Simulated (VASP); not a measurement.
HfO2: relaxation of cell and atoms with LDA

HfO2:

```
CELL_PARAMETERS angstrom
0.00000 2.55750 2.55750
2.55750 0.00000 2.55750
2.55750 2.55750 0.00000
ATOMIC_POSITIONS crystal
Hf 0.00000 0.00000 0.00000
O 0.75000 0.75000 0.75000
O 0.25000 0.25000 0.25000
```

Measurements of this composition are mostly on another form, of space group No. 14.

```yaml
Program: VASP 6.6.1
Task: relaxation of cell and atoms
Functional: LDA
Potentials_or_basis: VASP PAW LDA potentials, release 64 (Hf_pv, O)
Cutoff: 600 eV
k_mesh: 8 × 8 × 8
Occupations: gaussian, width 0.02 eV
Spin: no spin polarisation
Ladder: gaps
Further_INCAR_settings: ALGO = Normal; EDIFF = 1e-07; IBRION = 2; EDIFFG = -0.005; NSW = 60; ISIF = 3
```

| Item | Value |
| --- | --- |
| Relaxed volume | 10.29 Å³/atom |
| Relaxed cell | a = 3.521 Å, b = 3.521 Å, c = 3.521 Å, α = 60.00°, β = 60.00°, γ = 60.00° |
| Space group after relaxing (to 0.05 Å) | Fm-3m (No. 225) |
| Energy gained by relaxing | 56.4 meV/atom |
| Ionic steps | 7 |
| Pressure after relaxing | 0.0 GPa |
| Band gap on the k mesh | 3.74 eV, direct |

Step by step:
| step | energy change (eV) | largest force (eV/Å) | pressure (GPa) | volume (Å³) |
| --- | --- | --- | --- | --- |
| 1 | 0.0000 | 0.0000 | -19.57 | 33.46 |
| 2 | 0.3007 | 0.0000 | 46.76 | 27.28 |
| 3 | -0.1691 | 0.0000 | -0.80 | 30.96 |
| 4 | -0.1693 | 0.0000 | -0.13 | 30.89 |
| 5 | -0.1693 | 0.0000 | 0.34 | 30.84 |
| 6 | -0.1693 | 0.0000 | -0.46 | 30.92 |
| 7 | -0.1693 | 0.0000 | -0.01 | 30.87 |

Final structure:
```
Hf O
1.0
     0.00000    2.48996    2.48996
     2.48996    0.00000    2.48996
     2.48996    2.48996    0.00000
Hf O
1 2
Direct
  0.00000 0.00000 0.00000
  0.75000 0.75000 0.75000
  0.25000 0.25000 0.25000
```

Levels at points of the mesh, in eV from the valence-band top:
| k point | band 8 | band 9 | band 10 | band 11 | band 12 | band 13 | band 14 | band 15 |
| --- | --- | --- | --- | --- | --- | --- | --- | --- |
| (0.00, 0.00, 0.00) | -5.75 | -0.64 | -0.64 | -0.64 | 3.81 | 3.81 | 6.12 | 11.06 |
| (0.50, 0.00, 0.00) | -3.14 | -2.88 | -1.90 | -1.90 | 4.62 | 4.62 | 7.46 | 8.97 |
| (0.50, 0.50, 0.00) | -3.60 | -1.65 | -1.65 | 0.00 | 3.74 | 5.61 | 7.10 | 8.57 |

Run time: 43 s on 1 thread of Intel(R) Xeon(R) Platinum 8559C (Emerald Rapids), with other jobs on the host, peak memory 0.17 GiB.

Caveat: spin-orbit coupling is left out, which moves the levels of the heavy elements. As with any semilocal functional, this LDA gap is likely too small.
